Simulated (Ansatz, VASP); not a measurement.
## Ta2As5 in VASP and in Ansatz

```
Ta As
1.0
     4.58912    0.00000    0.00000
    -2.29456    3.97429    0.00000
     0.00000    0.00000    8.67279
Ta As
2 5
Direct
  0.33333 0.66667 0.50000
  0.66667 0.33333 0.50000
  0.33333 0.66667 0.80859
  0.33333 0.66667 0.19141
  0.66667 0.33333 0.19141
  0.66667 0.33333 0.80859
  0.00000 0.00000 0.00000
```

Alike in both runs: functional PBE; k mesh 6 × 6 × 2; occupations gaussian, width 0.1 eV; no spin polarisation.

Ansatz relaxed the structure, and its values are those at the end. VASP's run is a single point on that final structure, the one shown.

|  | VASP | Ansatz |
| --- | --- | --- |
| version | VASP 6.6.1 | Ansatz 0.2.0 |
| potentials or method | VASP PAW PBE potentials, release 64 (Ta_pv, As) | scalar-relativistic, plane waves, PAW |
| plane-wave cutoff (eV) | 520 | 420 |
| valence electrons in the cell | 47 | 101 |

```tsv
	VASP	Ansatz	Ansatz less VASP
gap on the k mesh at the Fermi level (eV)	none	none	-
pressure (GPa)	0.3	0.2	-0.11
rms of the force components (eV/Å)	0.001	0.006	+0.0050
```

A gap of «none» marks a metal or a gap that the smearing closes. The two sets of potentials don't hold the same shells in valence.

Caveats: the k mesh is coarse (spacing up to 0.36 Å⁻¹), so the values aren't converged. Spin-orbit coupling is left out, which matters for the levels of Ta.
